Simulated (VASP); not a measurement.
## SiC (strained zincblende): a PBE single-point calculation in VASP

INCAR

```
NBANDS = 11
NELM = 120
ENCUT = 520
ISMEAR = -1
ISIF = 2
NSW = 0
PREC = Accurate
LASPH = .TRUE.
IBRION = -1
EDIFF = 1E-7
LREAL = .FALSE.
GGA = PE
LCHARG = .FALSE.
SIGMA = 0.02
LWAVE = .FALSE.
```

KPOINTS

```
KPOINTS created by Atomic Simulation Environment
0
Gamma
10 10 10
0 0 0
```

KPOINTS_OPT

```
special points
7
Reciprocal
0.0000000000 0.0000000000 0.0000000000 1
-0.5000000000 -0.5000000000 0.0000000000 1
-0.3750000000 -0.3750000000 0.2500000000 1
-0.3750000000 0.0000000000 0.3750000000 1
0.0000000000 0.0000000000 0.5000000000 1
-0.5000000000 -0.2500000000 0.2500000000 1
0.0000000000 0.5000000000 0.5000000000 1
```

POSCAR

```
Si C
 1.0000000000000000
     0.0000000000000000    2.2651744451000000    2.2651744451000000
     2.2651744451000000    0.0000000000000000    2.2651744451000000
     2.2651744451000000    2.2651744451000000    0.0000000000000000
 Si  C
   1   1
Cartesian
  0.0000000000000000  0.0000000000000000  0.0000000000000000
  1.1325872225500000  1.1325872225500000  1.1325872225500000
```

VASP ran with the recommended PBE PAW datasets (8 valence electrons in the cell).

Command

```
mpirun -np 1 vasp_std
```

OSZICAR

```
N       E                     dE             d eps       ncg     rms          rms(c)
DAV:   1     0.382863131392E+01    0.38286E+01   -0.37475E+03  1098   0.598E+02
DAV:   2    -0.157996871545E+02   -0.19628E+02   -0.18759E+02  1349   0.107E+02
DAV:   3    -0.164798369720E+02   -0.68015E+00   -0.67870E+00  1294   0.163E+01
DAV:   4    -0.164830692661E+02   -0.32323E-02   -0.32320E-02  1180   0.136E+00
DAV:   5    -0.164830861149E+02   -0.16849E-04   -0.16849E-04  1259   0.919E-02    0.771E+00
DAV:   6    -0.149530299422E+02    0.15301E+01   -0.63280E+00  1157   0.107E+01    0.332E+00
DAV:   7    -0.149333804551E+02    0.19649E-01   -0.26215E-01  1247   0.304E+00    0.159E+00
DAV:   8    -0.149265923721E+02    0.67881E-02   -0.18274E-02  1178   0.900E-01    0.172E-01
DAV:   9    -0.149266709966E+02   -0.78625E-04   -0.19291E-03  1322   0.236E-01    0.108E-01
DAV:  10    -0.149268029902E+02   -0.13199E-03   -0.30217E-04  1165   0.102E-01    0.267E-02
DAV:  11    -0.149268063840E+02   -0.33938E-05   -0.58490E-05  1229   0.374E-02    0.706E-03
DAV:  12    -0.149268070147E+02   -0.63075E-06   -0.25114E-06  1187   0.956E-03    0.129E-03
DAV:  13    -0.149268070235E+02   -0.87929E-08   -0.14514E-07  1145   0.235E-03
   1 F= -.14926807E+02 E0= -.14926807E+02  d E =-.547706E-12
       N       E                     dE             ncg
DAV:   1     0.631487037406E+03   -0.21379E+04      170
DAV:   2     0.513147076957E+03   -0.11834E+03      207
DAV:   3     0.510122538739E+03   -0.30245E+01      204
DAV:   4     0.510109781386E+03   -0.12757E-01      192
DAV:   5     0.510109696686E+03   -0.84700E-04      195
DAV:   6     0.510109695935E+03   -0.75102E-06      189
DAV:   7     0.510109695928E+03   -0.69498E-08      192
```

From OUTCAR

```
k-points           NKPTS =     47   k-points in BZ     NKDIM =     47   number of bands    NBANDS=     11

   NELECT =       8.0000    total number of electrons

   dimension x,y,z NGX =    24 NGY =   24 NGZ =   24
   dimension x,y,z NGXF=    48 NGYF=   48 NGZF=   48

  energy-cutoff  :      520.00
  volume of cell :       23.25
      direct lattice vectors                 reciprocal lattice vectors
     0.000000000  2.265174445  2.265174445    -0.220733551  0.220733551  0.220733551
     2.265174445  0.000000000  2.265174445     0.220733551 -0.220733551  0.220733551
     2.265174445  2.265174445  0.000000000     0.220733551  0.220733551 -0.220733551

 k-points in reciprocal lattice and weights: KPOINTS created by Atomic Simulation Env
   0.00000000  0.00000000  0.00000000       0.001
   0.10000000  0.00000000  0.00000000       0.008
   0.20000000  0.00000000  0.00000000       0.008
   0.30000000  0.00000000  0.00000000       0.008
   0.40000000  0.00000000  0.00000000       0.008
   0.50000000  0.00000000  0.00000000       0.004
   0.10000000  0.10000000  0.00000000       0.006
   0.20000000  0.10000000  0.00000000       0.024
   ...

 E-fermi :   7.3010

 k-point     1 :       0.0000    0.0000    0.0000
  band No.  band energies     occupation
      1      -7.6667      2.00000
      2       6.8528      2.00000
      3       6.8528      2.00000
      4       6.8528      2.00000
      5      11.7386      0.00000
      6      13.3981      0.00000
      7      13.3981      0.00000
      8      13.3981      0.00000
      9      20.7041      0.00000
     10      20.7041      0.00000
     11      21.6124      0.00000

 k-point     2 :       0.1000    0.0000    0.0000
  band No.  band energies     occupation
      1      -7.4890      2.00000
      2       5.8513      2.00000
      3       6.7227      2.00000
      4       6.7227      2.00000
      5      12.1341      0.00000
      6      13.5612      0.00000
      7      13.6249      0.00000
      8      13.6249      0.00000
      9      19.8518      0.00000
     10      19.8518      0.00000
     11      22.0067      0.00000

 k-point     3 :       0.2000    0.0000    0.0000
  band No.  band energies     occupation
      1      -6.9649      2.00000
      2       3.8373      2.00000
      3       6.4249      2.00000
      4       6.4249      2.00000
      5      12.0234      0.00000
      6      14.0016      0.00000
      7      14.0016      0.00000
      8      14.6091      0.00000
      9      19.2191      0.00000
     10      19.2191      0.00000
     11      21.3379      0.00000

 k-point     4 :       0.3000    0.0000    0.0000
  band No.  band energies     occupation
      1      -6.1322      2.00000
      2       1.6941      2.00000
      3       6.1186      2.00000
      4       6.1186      2.00000
      5      11.6370      0.00000
      6      14.0011      0.00000
      7      14.0011      0.00000
      8      15.6934      0.00000
      9      19.8607      0.00000
     10      19.8607      0.00000
     11      20.9343      0.00000

 k-point     5 :       0.4000    0.0000    0.0000
  band No.  band energies     occupation
      1      -5.1235      2.00000
      2      -0.1675      2.00000
      3       5.9064      2.00000
      4       5.9064      2.00000
      5      11.3617      0.00000
      6      13.7458      0.00000
      7      13.7458      0.00000
      8      16.1800      0.00000
      9      21.3326      0.00000
     10      21.5288      0.00000
     11      21.5288      0.00000

 k-point     6 :       0.5000    0.0000    0.0000
  band No.  band energies     occupation
      1      -4.5128      2.00000
      2      -1.0716      2.00000
      3       5.8320      2.00000
      4       5.8320      2.00000
      5      11.2668      0.00000
      6      13.6188      0.00000
      7      13.6188      0.00000
      8      16.2633      0.00000
      9      21.7434      0.00000
     10      22.9111      0.00000
     11      22.9111      0.00000

 k-point     7 :       0.1000    0.1000    0.0000
  band No.  band energies     occupation
      1      -7.4296      2.00000
      2       6.0465      2.00000
      3       6.4114      2.00000
      4       6.4114      2.00000
      5      12.4203      0.00000
      6      12.8019      0.00000
      7      14.0488      0.00000
      8      14.0488      0.00000
      9      18.5361      0.00000
     10      20.9745      0.00000
     11      22.5886      0.00000

 k-point     8 :       0.2000    0.1000    0.0000
  band No.  band energies     occupation
      1      -7.0204      2.00000
      2       4.4879      2.00000
      3       6.0077      2.00000
      4       6.2295      2.00000
      5      12.3013      0.00000
      6      13.0911      0.00000
      7      14.6420      0.00000
      8      14.6807      0.00000
      9      17.7401      0.00000
     10      20.6928      0.00000
     11      22.7627      0.00000

 k-point     9 :       0.3000    0.1000    0.0000
  band No.  band energies     occupation
      1      -6.2872      2.00000
      2       2.4425      2.00000
      3       5.6845      2.00000
      4       5.8619      2.00000
      5      11.9881      0.00000
      6      13.5511      0.00000
      7      14.8310      0.00000
      8      15.0914      0.00000
      9      18.3704      0.00000
     10      20.9845      0.00000
     11      22.1092      0.00000

 k-point    10 :       0.4000    0.1000    0.0000
  band No.  band energies     occupation
      1      -5.3158      2.00000
      2       0.4975      2.00000
      3       5.4383      2.00000
      4       5.5307      2.00000
      5      11.7471      0.00000
      6      13.3995      0.00000
      7      14.5373      0.00000
      8      16.0244      0.00000
      9      19.5153      0.00000
     10      22.2300      0.00000
     11      22.2942      0.00000

 k-point    11 :       0.5000    0.1000    0.0000
  band No.  band energies     occupation
      1      -4.4628      2.00000
      2      -0.8228      2.00000
      3       5.1061      2.00000
      4       5.5720      2.00000
      5      11.6886      0.00000
      6      13.2333      0.00000
      7      14.1838      0.00000
      8      16.6945      0.00000
      9      20.8010      0.00000
     10      22.7634      0.00000
     11      22.9324      0.00000

 k-point    12 :      -0.4000    0.1000    0.0000
  band No.  band energies     occupation
      1      -4.6838      2.00000
      2      -0.5052      2.00000
      3       4.9443      2.00000
      4       5.7914      2.00000
      5      11.8247      0.00000
      6      13.3460      0.00000
      7      14.0220      0.00000
      8      16.6596      0.00000
      9      21.0374      0.00000
     10      21.3806      0.00000
     11      23.0817      0.00000

 k-point    13 :      -0.3000    0.1000    0.0000
  band No.  band energies     occupation
      1      -5.6567      2.00000
      2       1.1145      2.00000
      3       4.9976      2.00000
      4       6.1365      2.00000
      5      12.1107      0.00000
      6      13.7136      0.00000
      7      14.0487      0.00000
      8      15.9520      0.00000
      9      19.1193      0.00000
     10      20.8880      0.00000
     11      22.6701      0.00000

 k-point    14 :      -0.2000    0.1000    0.0000
  band No.  band energies     occupation
      1      -6.5657      2.00000
      2       3.1158      2.00000
      3       5.2954      2.00000
      4       6.5102      2.00000
      5      12.4967      0.00000
      6      13.8124      0.00000
      7      13.9922      0.00000
      8      15.0805      0.00000
      9      18.1615      0.00000
     10      20.1036      0.00000
     11      22.6295      0.00000

 k-point    15 :      -0.1000    0.1000    0.0000
  band No.  band energies     occupation
      1      -7.1954      2.00000
      2       4.9226      2.00000
      3       5.9204      2.00000
      4       6.7583      2.00000
      5      12.6230      0.00000
      6      13.2735      0.00000
      7      13.6898      0.00000
      8      14.5719      0.00000
      9      18.5524      0.00000
     10      19.7987      0.00000
     11      22.9799      0.00000

 k-point    16 :       0.2000    0.2000    0.0000
  band No.  band energies     occupation
      1      -6.7289      2.00000
      2       4.4050      2.00000
      3       5.5070      2.00000
      4       5.5070      2.00000
      5      11.3290      0.00000
      6      13.0818      0.00000
      7      15.5460      0.00000
      8      15.5460      0.00000
      9      16.9316      0.00000
     10      21.7774      0.00000
     11      24.8399      0.00000

 ...

  Total       -2.5587484     -2.5587484     -2.5587484      0.0000000      0.0000000      0.0000000
  in kB     -176.3612662   -176.3612662   -176.3612662      0.0000000      0.0000000      0.0000000
  external PRESSURE =    -176.3612662 kB  Pullay stress =       0.0000000 kB

 POSITION                                       TOTAL-FORCE (eV/Angst)
 -----------------------------------------------------------------------------------
      0.00000      0.00000      0.00000         0.000000     -0.000000      0.000000
      1.13259      1.13259      1.13259        -0.000000      0.000000     -0.000000
 -----------------------------------------------------------------------------------
    total drift:                                0.000000      0.000000      0.000000

  FREE ENERGIE OF THE ION-ELECTRON SYSTEM (eV)
  ---------------------------------------------------
  free  energy   TOTEN  =       -14.9268070235 eV

  energy  without entropy=      -14.9268070235  energy(sigma->0) =      -14.92680702
```

```yaml
gap_between_bands_v_and_c: 1.45 eV
least_direct_gap: 4.41 eV
pressure: -17.6 GPa
```

Band v is the last that the valence electrons fill when counted band by band, and c is the next.

The run took about 6.9 s on one core of a shared host (Intel Xeon Platinum 8488C) and held 0.14 GiB at most.
